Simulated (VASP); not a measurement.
# VASP inputs for InSb (rocksalt)

INCAR

```
IBRION = 2
GGA = PE
EDIFFG = -5E-3
ISMEAR = -1
NELM = 120
EDIFF = 1E-7
LREAL = .FALSE.
SIGMA = 0.02
PREC = Accurate
LCHARG = .FALSE.
LASPH = .TRUE.
NBANDS = 16
ENCUT = 600
ISIF = 3
LWAVE = .FALSE.
NSW = 40
```

KPOINTS

```
KPOINTS created by Atomic Simulation Environment
0
Gamma
6 6 6
0 0 0
```

POSCAR

```
In Sb
 1.0000000000000000
     0.0000000000000000    2.9806990000000000    2.9806990000000000
     2.9806990000000000    0.0000000000000000    2.9806990000000000
     2.9806990000000000    2.9806990000000000    0.0000000000000000
 In  Sb
   1   1
Cartesian
  0.0000000000000000  0.0000000000000000  0.0000000000000000
  2.9806990000000000  2.9806990000000000  2.9806990000000000
```

VASP ran with the recommended PBE PAW datasets (18 valence electrons in the cell).

Problem. Predict the results.

Solution. relaxed cell vector lengths 4.347, 4.347, 4.347 Å; relaxed cell volume 58.08 Å³.
